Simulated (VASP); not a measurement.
A run of VASP 6.6.1:

The input INCAR:

```
PREC = Accurate
ENCUT = 520
EDIFF = 1E-7
ISMEAR = 0
SIGMA = 0.15
LREAL = False
LASPH = True
NELM = 100
ALGO = Fast
ISIF = 2
LWAVE = False
LCHARG = True
GGA = PS
LELF = True
LVHAR = True
NBANDS = 12
```

Contents of KPOINTS:

```
regular mesh
0
Gamma
  24 24 24
```

Contents of POSCAR:

```
V
1.0
   -0.9719170530      1.5635187374      1.5635187374
    1.5635187374     -0.9719170530      1.5635187374
    1.5635187374      1.5635187374     -0.9719170530
V
1
Direct
    0.0000000000      0.0000000000      0.0000000000
```

Potentials or basis: VASP PAW PBE potentials, release 64 (V_sv).

Run with:

```sh
$ cat potpaw_PBE.64/V_sv/POTCAR > POTCAR
$ mpirun -np 1 vasp_std > vasp.out
```

Hardware: 1 thread of Intel(R) Xeon(R) Platinum 8259CL CPU @ 2.50GHz (Skylake/Cascade Lake), on a shared host.

**Question.** Estimate the wall time of this run.

**Answer.** Run time: 3.1 min on 1 thread of Intel(R) Xeon(R) Platinum 8259CL CPU @ 2.50GHz (Skylake/Cascade Lake) (shared host), peak memory 0.31 GiB. Counts: scf iterations 15, k points 1313.
